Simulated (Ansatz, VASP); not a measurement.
## One calculation of NaH, two programs

Contents of POSCAR:

```
NaH
1.0
    2.9151849960      0.0000000000      0.0000000000
    0.0000000000      2.9151849960      0.0000000000
    0.0000000000      0.0000000000      2.9151849960
Na H
1 1
Direct
    0.0000000000      0.0000000000      0.0000000000
    0.5000000000      0.5000000000      0.5000000000
```

File INCAR.step1:

```
PREC     = Accurate       # precision mode
ENCUT    = 520            # plane-wave cutoff, eV
ISMEAR   = 0              # smearing method
SIGMA    = 0.01           # smearing width, eV
LREAL    = False          # projectors in reciprocal space
LASPH    = True           # aspherical terms in the spheres
NELM     = 80             # most SCF steps
NBANDS   = 11             # bands
GGA      = PE             # functional
ALGO     = Normal         # electronic algorithm
EDIFF    = 1E-4           # SCF threshold, eV
LWAVE    = True           # write WAVECAR
LCHARG   = False          # write CHGCAR
```

File INCAR.step2:

```
PREC     = Accurate       # precision mode
ENCUT    = 520            # plane-wave cutoff, eV
EDIFF    = 1E-6           # SCF threshold, eV
ISMEAR   = 0              # smearing method
SIGMA    = 0.01           # smearing width, eV
LREAL    = False          # projectors in reciprocal space
LASPH    = True           # aspherical terms in the spheres
NELM     = 80             # most SCF steps
ALGO     = Normal         # electronic algorithm
ISIF     = 2              # what is computed and relaxed
LWAVE    = False          # write WAVECAR
LCHARG   = False          # write CHGCAR
METAGGA  = R2SCAN         # meta-GGA
LMIXTAU  = True         
NBANDS   = 11             # bands
ISTART   = 1
```

The input KPOINTS:

```
regular mesh
0
Gamma
  6 6 6
```

Input for Ansatz:

```yaml
crystal:
  lattice:
    - [2.9151849959775022, 0.0, 0.0]
    - [0.0, 2.9151849959775022, 0.0]
    - [0.0, 0.0, 2.9151849959775022]
  atoms:
    - { symbol: Na, position: [0.0, 0.0, 0.0] }
    - { symbol: H, position: [0.5, 0.5, 0.5] }
basis:
  ecutwfc: 653.073269903712
kpoints:
  mp_grid:
    grid: [6, 6, 6]
hamiltonian:
  xc: r2scan
scf:
  convergence:
    dr2_threshold: 1.0e-07
  occupations:
    method: fixed
output:
  stress: true
```

The cell comes from a database or a generator and needn't be the stable form of this composition.

Alike in both runs: task single point; functional r2SCAN; k mesh 6 × 6 × 6; no spin polarisation.

```csv
,VASP,Ansatz
version,VASP 6.6.1,Ansatz 0.2.0
potentials or method,"VASP PAW PBE potentials, release 64 (Na_pv, H)","plane waves, PAW"
plane-wave cutoff (eV),520,653
occupations,"gaussian, width 0.01 eV",fixed
valence electrons in the cell,8,10
```

```csv
,VASP,Ansatz,Ansatz less VASP
pressure (GPa),0.3,0.5,+0.13
```

The two sets of potentials don't hold the same shells in valence. Ansatz warned: «stress_scf_threshold_loose».

Caveats: the PAW data sets were made with another functional, which shifts forces and pressure a little (VASP). A k mesh can miss the band edges. r2SCAN opens gaps a little over a GGA but as a rule still falls short of measured ones.
